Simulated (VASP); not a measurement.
# Si (Fd-3m) in VASP: a series of runs

One crystal, Si, is run at these levels: PBE, PBEsol; tasks: single point.

Everything below comes from runs of VASP 6.6.1. Logs are shortened: lines on timing, memory, paths and dates and some standing lists are left out, and cuts for length are marked.

## 1. The structure

The structure is cubic, space group Fd-3m (No. 227). The conventional cell has a = 5.444 Å, b = 5.444 Å, c = 5.444 Å, α = 90.00°, β = 90.00°, γ = 90.00°. Si (site symmetry -43m) has 4 Si at 2.36 Å as nearest neighbours.

## 2. Single point, PBE

The input, INCAR:

```
SYSTEM = Si
PREC = Accurate
ENCUT = 520
EDIFF = 1E-7
ISMEAR = -1
SIGMA = 0.02
LREAL = .FALSE.
LASPH = .TRUE.
NELM = 100
ALGO = Normal
ISIF = 2
LWAVE = .FALSE.
LCHARG = .FALSE.
GGA = PE
NBANDS = 11
```

The input, KPOINTS:

```
regular mesh
0
G
  4 4 4
  0 0 0
```

The input, POSCAR:

```
Si
1.0
    0.0000000000      2.7218511865      2.7218511865
    2.7218511865      0.0000000000      2.7218511865
    2.7218511865      2.7218511865      0.0000000000
Si
2
Direct
    0.5000000000      0.5000000000      0.5000000000
    0.7500000000      0.7500000000      0.7500000000
```

Potentials or basis: VASP PAW PBE potentials, release 64 (Si).

Run with:

```sh
cat potpaw_PBE.64/Si/POTCAR > POTCAR
mpirun -np 1 vasp_std > vasp.out
```

OUTCAR:

```text
SYSTEM = Si
   PREC = Accurate
   ENCUT = 520
   EDIFF = 1E-7
   ISMEAR = -1
   LREAL = .FALSE.
   LASPH = .TRUE.
   NELM = 100
   ISIF = 2
   GGA = PE

 ion  position               nearest neighbor table
   1  0.500  0.500  0.500-   2 2.36   2 2.36   2 2.36   2 2.36
   2  0.750  0.750  0.750-   1 2.36   1 2.36   1 2.36   1 2.36

  LATTYP: Found a face centered cubic cell.
 ALAT       =     5.4437023730

  Lattice vectors:

 A1 = (   0.0000000000,   2.7218511865,   2.7218511865)
 A2 = (   2.7218511865,   0.0000000000,   2.7218511865)
 A3 = (   2.7218511865,   2.7218511865,   0.0000000000)

Analysis of symmetry for initial positions (statically):
=====================================================================
 Subroutine PRICEL returns:
 Original cell was already a primitive cell.

 Routine SETGRP: Setting up the symmetry group for a
 face centered cubic supercell.

 Subroutine GETGRP returns: Found 48 space group operations
 (whereof 24 operations were pure point group operations)
 out of a pool of 48 trial point group operations.

The static configuration has the point symmetry T_d .
 The point group associated with its full space group is O_h .

Analysis of symmetry for dynamics (positions and initial velocities):
=====================================================================
 Subroutine PRICEL returns:
 Original cell was already a primitive cell.

 Routine SETGRP: Setting up the symmetry group for a
 face centered cubic supercell.

 Subroutine GETGRP returns: Found 48 space group operations
 (whereof 24 operations were pure point group operations)
 out of a pool of 48 trial point group operations.

The dynamic configuration has the point symmetry T_d .
 The point group associated with its full space group is O_h .

 Subroutine INISYM returns: Found 48 space group operations
 (whereof 24 operations are pure point group operations),
 and found     1 'primitive' translations

----------------------------------------------------------------------------------------

                                     Primitive cell

  volume of cell :      40.3295

  direct lattice vectors                    reciprocal lattice vectors
     0.000000000  2.721851186  2.721851186    -0.183698507  0.183698507  0.183698507
     2.721851186  0.000000000  2.721851186     0.183698507 -0.183698507  0.183698507
     2.721851186  2.721851186  0.000000000     0.183698507  0.183698507 -0.183698507

  length of vectors
     3.849278863  3.849278863  3.849278863     0.318175148  0.318175148  0.318175148

  position of ions in fractional coordinates (direct lattice)
     0.500000000  0.500000000  0.500000000
     0.750000000  0.750000000  0.750000000

  ion indices of the primitive-cell ions
   primitive index   ion index
                 1           1
                 2           2

----------------------------------------------------------------------------------------

 KPOINTS: regular mesh

Automatic generation of k-mesh.
 Grid dimensions read from file:
 generate k-points for:    4    4    4

 Generating k-lattice:

  Cartesian coordinates                     Fractional coordinates (reciprocal lattice)
    -0.045924627  0.045924627  0.045924627     0.250000000  0.000000000  0.000000000
     0.045924627 -0.045924627  0.045924627     0.000000000  0.250000000  0.000000000
     0.045924627  0.045924627 -0.045924627     0.000000000  0.000000000  0.250000000

  Length of vectors
     0.079543787  0.079543787  0.079543787

  Shift w.r.t. Gamma in fractional coordinates (k-lattice)
     0.000000000  0.000000000  0.000000000

 Subroutine IBZKPT returns following result:
 ===========================================

 Found      8 irreducible k-points:

 Following reciprocal coordinates:
            Coordinates               Weight
  0.000000  0.000000  0.000000      1.000000
  0.250000  0.000000  0.000000      8.000000
  0.500000  0.000000  0.000000      4.000000
  0.250000  0.250000  0.000000      6.000000
  0.500000  0.250000  0.000000     24.000000
 -0.250000  0.250000  0.000000     12.000000
  0.500000  0.500000  0.000000      3.000000
 -0.250000  0.500000  0.250000      6.000000
   k-points           NKPTS =      8   k-points in BZ     NKDIM =      8   number of bands    NBANDS=     11
   number of dos      NEDOS =    301   number of ions     NIONS =      2
   total plane-waves  NPLWV =  27000
   dimension x,y,z NGX =    30 NGY =   30 NGZ =   30
   dimension x,y,z NGXF=    60 NGYF=   60 NGZF=   60
   ions per type =               2
   NGX,Y,Z   is equivalent  to a cutoff of  12.96, 12.96, 12.96 a.u.
   NGXF,Y,Z  is equivalent  to a cutoff of  25.91, 25.91, 25.91 a.u.
 SYSTEM =  Si
   PREC   = accura    normal or accurate (medium, high low for compatibility)
   ISTART =      0    job   : 0-new  1-cont  2-samecut
   ICHARG =      2    charge: 1-file 2-atom 10-const
   ISPIN  =      1    spin polarized calculation?
   LNONCOLLINEAR =      F non collinear calculations
[... 50 lines left out ...]

  energy without entropy =      -10.66090979  energy(sigma->0) =      -10.66090979

 E-fermi :   6.1444     XC(G=0):  -9.3542

 val. band max:        5.7974815304   @ k =   0.0000   0.0000   0.0000
 cond. band min:       6.5051813300   @ k =   0.5000   0.5000   0.0000
 fundamental gap:      0.7076997996
 Fermi energy:         6.1443591642

 k-point     1 :       0.0000    0.0000    0.0000
  band No.  band energies     occupation
      1      -6.1192      2.00000
      2       5.7975      2.00000
      3       5.7975      2.00000
      4       5.7975      2.00000
      5       8.3419      0.00000
      6       8.3419      0.00000
      7       8.3419      0.00000
      8       9.0921      0.00000
      9      13.4915      0.00000
     10      13.4915      0.00000
     11      13.7286      0.00000

 k-point     2 :       0.2500    0.0000    0.0000
  band No.  band energies     occupation
      1      -5.3239      2.00000
      2       1.8802      2.00000
      3       5.0400      2.00000
      4       5.0400      2.00000
      5       7.7966      0.00000
      6       9.2821      0.00000
      7       9.2821      0.00000
      8      12.6629      0.00000
      9      12.9685      0.00000
     10      12.9685      0.00000
     11      14.7600      0.00000

 k-point     3 :       0.5000    0.0000    0.0000
  band No.  band energies     occupation
      1      -3.8030      2.00000
      2      -1.1448      2.00000
      3       4.6027      2.00000
      4       4.6027      2.00000
      5       7.3060      0.00000
      6       9.1204      0.00000
      7       9.1204      0.00000
      8      13.5047      0.00000
      9      16.3125      0.00000
     10      16.3125      0.00000
     11      17.1002      0.00000

 k-point     4 :       0.2500    0.2500    0.0000
  band No.  band energies     occupation
      1      -5.0431      2.00000
      2       2.2811      2.00000
      3       3.9153      2.00000
      4       3.9153      2.00000
      5       6.9201      0.00000
      6       8.9147      0.00000
      7      11.5227      0.00000
      8      11.5227      0.00000
      9      13.7955      0.00000
     10      14.6946      0.00000
     11      17.1887      0.00000

 k-point     5 :       0.5000    0.2500    0.0000
  band No.  band energies     occupation
      1      -3.4171      2.00000
      2      -0.5679      2.00000
      3       2.2791      2.00000
      4       3.6017      2.00000
      5       7.3092      0.00000
      6      10.2276      0.00000
      7      11.5032      0.00000
      8      11.6869      0.00000
      9      15.9616      0.00000
     10      16.2945      0.00000
     11      17.9042      0.00000

 k-point     6 :      -0.2500    0.2500    0.0000
  band No.  band energies     occupation
      1      -4.0872      2.00000
      2       0.3293      2.00000
      3       2.0634      2.00000
      4       4.4744      2.00000
      5       8.2288      0.00000
      6      10.5574      0.00000
      7      10.9098      0.00000
      8      11.9013      0.00000
      9      12.2257      0.00000
     10      15.3868      0.00000
     11      18.3669      0.00000

 k-point     7 :       0.5000    0.5000    0.0000
  band No.  band energies     occupation
      1      -1.9976      2.00000
      2      -1.9976      2.00000
      3       2.9577      2.00000
      4       2.9577      2.00000
      5       6.5052      0.00000
      6       6.5052      0.00000
      7      15.8436      0.00000
      8      15.8436      0.00000
      9      16.7417      0.00000
     10      16.7417      0.00000
     11      18.2725      0.00000

 k-point     8 :      -0.2500    0.5000    0.2500
  band No.  band energies     occupation
      1      -1.8360      2.00000
      2      -1.8360      2.00000
      3       1.9653      2.00000
      4       1.9653      2.00000
      5      10.0556      0.00000
      6      10.0556      0.00000
      7      10.7636      0.00000
      8      10.7636      0.00000
      9      16.3280      0.00000
     10      16.3280      0.00000
     11      18.7700      0.00000

------------------------ aborting loop because EDIFF is reached ----------------------------------------

  FORCE on cell =-STRESS in cart. coord.  units (eV):
  Direction    XX          YY          ZZ          XY          YZ          ZX
  --------------------------------------------------------------------------------------
  -------------------------------------------------------------------------------------
  Total        0.4711593      0.4711593      0.4711593      0.0000000      0.0000000      0.0000000
  in kB       18.7178195     18.7178195     18.7178195      0.0000000      0.0000000      0.0000000
  external PRESSURE =      18.7178195 kB  Pullay stress =       0.0000000 kB

 VOLUME and BASIS-vectors are now :
 -----------------------------------------------------------------------------
  energy-cutoff  :      520.00
  volume of cell :       40.33
      direct lattice vectors                 reciprocal lattice vectors
     0.000000000  2.721851186  2.721851186    -0.183698507  0.183698507  0.183698507
     2.721851186  0.000000000  2.721851186     0.183698507 -0.183698507  0.183698507
     2.721851186  2.721851186  0.000000000     0.183698507  0.183698507 -0.183698507

 POSITION                                       TOTAL-FORCE (eV/Angst)
 -----------------------------------------------------------------------------------
      2.72185      2.72185      2.72185        -0.000000     -0.000000     -0.000000
      4.08278      4.08278      4.08278         0.000000      0.000000      0.000000
 -----------------------------------------------------------------------------------
    total drift:                               -0.000000     -0.000000     -0.000000

  FREE ENERGIE OF THE ION-ELECTRON SYSTEM (eV)
  ---------------------------------------------------
  free  energy   TOTEN  =       -10.6609097882 eV

  energy  without entropy=      -10.6609097861  energy(sigma->0) =      -10.66090979
```

It took 2.7 s on 1 thread of Intel Xeon 6975P-C (Granite Rapids), shared host; peak memory 0.15 GiB.

Results:

- Free energy: -10.6609 eV
- Pressure: 1.9 GPa
- Band gap on the k mesh: 0.71 eV, indirect (least direct gap 2.54 eV)

Levels at points of the mesh, in eV from the valence-band top:
```csv
k point,band 1,band 2,band 3,band 4,band 5,band 6,band 7,band 8
"(0.00, 0.00, 0.00)",-11.92,0.00,0.00,0.00,2.54,2.54,2.54,3.29
"(0.50, 0.00, 0.00)",-9.60,-6.94,-1.19,-1.19,1.51,3.32,3.32,7.71
"(0.50, 0.50, 0.00)",-7.80,-7.80,-2.84,-2.84,0.71,0.71,10.05,10.05
```

Caveat: the k mesh is coarse (spacing up to 0.50 Å⁻¹), so the values aren't converged.

## 3. Single point, PBEsol, collinear spin, typed start (volume scaled by 1.06)

The input, INCAR:

```
SYSTEM = Si
  PREC = Accurate
  ENCUT = 520
  EDIFF = 1E-6
  ISMEAR = -1
  SIGMA = 0.1
  LREAL = .False.
  LASPH = .True.
  NELM = 150
  ALGO = Normal
  ISIF = 2
  LWAVE = .False.
  LCHARG = .True.
  ISPIN = 2
  MAGMOM = -0.06 -0.59
  LORBIT = 11
  GGA = PS
  LELF = .True.
  LVHAR = .True.
  NBANDS = 15
```

The input, KPOINTS:

```
regular mesh
0
Gamma
  8 8 8
  0 0 0
```

The input, POSCAR:

```
Si
1.0
    0.0000000000      2.7752343705      2.7752343705
    2.7752343705      0.0000000000      2.7752343705
    2.7752343705      2.7752343705      0.0000000000
Si
2
Direct
    0.5000000000      0.5000000000      0.5000000000
    0.7500000000      0.7500000000      0.7500000000
```

Potentials or basis: VASP PAW PBE potentials, release 64 (Si).

Run with:

```sh
cat potpaw_PBE.64/Si/POTCAR > POTCAR
mpirun -np 1 vasp_std > vasp.out
```

It took 18 s on 1 thread of Intel Xeon 6975P-C (Granite Rapids), shared host; peak memory 0.18 GiB.

The run converged. Its results:

```yaml
Free_energy: -11.4455 eV
Pressure: -5.1 GPa
Band_gap_on_the_k_mesh: 0.60 eV, indirect (least direct gap 2.38 eV)
Net_moment: 0.00 μB per cell
Valence_electrons_inside_the_program's_atomic_spheres: Si 1.65
```

Levels at points of the mesh, in eV from the valence-band top:
Spin up:
```csv
k point,band 1,band 2,band 3,band 4,band 5,band 6,band 7,band 8
"(0.00, 0.00, 0.00)",-11.55,0.00,0.00,0.00,2.49,2.49,2.49,2.59
"(0.50, 0.00, 0.00)",-9.36,-6.72,-1.15,-1.15,1.24,3.30,3.30,7.42
"(0.50, 0.50, 0.00)",-7.62,-7.62,-2.71,-2.71,0.71,0.71,9.51,9.51
```
Spin down:
```csv
k point,band 2,band 3,band 4,band 5,band 6,band 7
"(0.00, 0.00, 0.00)",0.00,0.00,0.00,2.49,2.49,2.49
"(0.50, 0.00, 0.00)",-6.72,-1.15,-1.15,1.24,3.30,3.30
"(0.50, 0.50, 0.00)",-7.62,-2.71,-2.71,0.71,0.71,9.51
```

Caveat: the PAW data sets were made with another functional, which shifts forces and pressure a little. A k mesh can miss the band edges.

## 4. Single point, PBEsol, collinear spin, typed start (volume scaled by 1.02)

The input, INCAR:

```
PREC     = Accurate       # precision mode
ENCUT    = 520            # plane-wave cutoff, eV
EDIFF    = 1E-6           # SCF threshold, eV
ISMEAR   = -1             # smearing method
SIGMA    = 0.1            # smearing width, eV
LREAL    = F              # projectors in reciprocal space
LASPH    = T              # aspherical terms in the spheres
NELM     = 150            # most SCF steps
ALGO     = Normal         # electronic algorithm
ISIF     = 2              # what is computed and relaxed
LWAVE    = F              # write WAVECAR
LCHARG   = T              # write CHGCAR
ISPIN    = 2              # spin polarisation
MAGMOM   = -0.06 -0.59    # initial moments
LORBIT   = 11             # projections on sites
GGA      = PS             # functional
LELF     = T              # ELF
LVHAR    = T            
NBANDS   = 15             # bands
```

The input, KPOINTS:

```
Automatic mesh
0
Gamma
  8 8 8
```

The input, POSCAR:

```
Si
1.0
    0.0000000000      2.7398772164      2.7398772164
    2.7398772164      0.0000000000      2.7398772164
    2.7398772164      2.7398772164      0.0000000000
Si
2
Direct
    0.5000000000      0.5000000000      0.5000000000
    0.7500000000      0.7500000000      0.7500000000
```

Run with:

```sh
cat potpaw_PBE.64/Si/POTCAR > POTCAR
mpirun -np 1 vasp_std > vasp.out
```

Run time: 18 s. Hardware: 1 thread of Intel Xeon 6975P-C (Granite Rapids), shared host; peak memory 0.18 GiB.

Results (log left out):

```yaml
Free_energy: -11.4828 eV
Pressure: -2.2 GPa
Band_gap_on_the_k_mesh: 0.55 eV, indirect (least direct gap 2.51 eV)
Net_moment: 0.00 μB per cell
Valence_electrons_inside_the_program's_atomic_spheres: Si 1.67
```

Levels at points of the mesh, in eV from the valence-band top:
Spin up:
```csv
k point,band 1,band 2,band 3,band 4,band 5,band 6,band 7,band 8
"(0.00, 0.00, 0.00)",-11.81,0.00,0.00,0.00,2.51,2.51,2.51,3.02
"(0.50, 0.00, 0.00)",-9.52,-6.89,-1.18,-1.18,1.37,3.28,3.28,7.48
"(0.50, 0.50, 0.00)",-7.74,-7.74,-2.80,-2.80,0.64,0.64,9.84,9.84
```
Spin down:
```
           k point  band 1  band 2  band 3  band 4  band 5  band 6  band 7  band 8  band 9
(0.00, 0.00, 0.00)  -11.81    0.00    0.00    0.00    2.51    2.51    2.51    3.02    7.60
(0.50, 0.00, 0.00)   -9.52   -6.89   -1.18   -1.18    1.37    3.28    3.28    7.48   10.44
(0.50, 0.50, 0.00)   -7.74   -7.74   -2.80   -2.80    0.64    0.64    9.84    9.84   10.85
```

Caveat: the PAW data sets were made with another functional, which shifts forces and pressure a little. A k mesh can miss the band edges.

## 5. Single point, PBE

The input, INCAR:

```
ALGO = Normal
EDIFF = 1E-7
ENCUT = 520
GGA = PE
ISIF = 2
ISMEAR = -1
LASPH = True
LCHARG = True
LELF = True
LREAL = False
LVHAR = True
LWAVE = False
NBANDS = 11
NELM = 60
PREC = Accurate
SIGMA = 0.04
```

The input, KPOINTS:

```
k-points
0
Gamma
  6 6 6
```

The input, POSCAR:

```
Si
1.0
    0.0000000000      2.7218511865      2.7218511865
    2.7218511865      0.0000000000      2.7218511865
    2.7218511865      2.7218511865      0.0000000000
Si
2
Direct
    0.5000000000      0.5000000000      0.5000000000
    0.7500000000      0.7500000000      0.7500000000
```

Run with:

```sh
cat potpaw_PBE.64/Si/POTCAR > POTCAR
mpirun -np 1 vasp_std > vasp.out
```

It took 11 s on 1 thread of Intel Xeon Platinum 8488C (Sapphire Rapids), shared host; peak memory 0.15 GiB.

The run converged. Its results:

| Quantity | Value |
| --- | --- |
| Free energy | -10.8239 eV |
| Pressure | 1.3 GPa |
| Band gap on the k mesh | 0.72 eV, indirect (least direct gap 2.56 eV) |

Levels at points of the mesh, in eV from the valence-band top:
```csv
k point,band 1,band 2,band 3,band 4,band 5,band 6,band 7,band 8
"(0.00, 0.00, 0.00)",-11.91,0.00,0.00,0.00,2.56,2.56,2.56,3.29
"(0.50, 0.00, 0.00)",-9.60,-6.93,-1.19,-1.19,1.51,3.34,3.34,7.72
"(0.50, 0.50, 0.00)",-7.79,-7.79,-2.83,-2.83,0.72,0.72,10.05,10.05
```

A k mesh can miss the band edges.

## 6. Overview

```csv
level,spin,cell,k mesh,smearing,mesh quality,gap on the mesh (eV),pressure (GPa),moment (μB)
PBE,off,as given,4 × 4 × 4,fermi-dirac 0.02 eV,coarse,0.71,1.9,-
PBEsol,"collinear, typed start",volume scaled by 1.06,8 × 8 × 8,fermi-dirac 0.1 eV,not flagged,0.60,-5.1,0.00
PBEsol,"collinear, typed start",volume scaled by 1.02,8 × 8 × 8,fermi-dirac 0.1 eV,not flagged,0.55,-2.2,0.00
PBE,off,as given,6 × 6 × 6,fermi-dirac 0.04 eV,not flagged,0.72,1.3,-
```

Alike in all rows: task single point; potentials or basis VASP PAW PBE potentials, release 64 (Si); cutoff (eV) 520.

Caveats: some runs use coarse meshes; the PAW data sets were made with another functional, which shifts forces and pressure a little (some runs).

Total energies depend on the potentials used, so only differences within one code and one set of settings carry meaning.
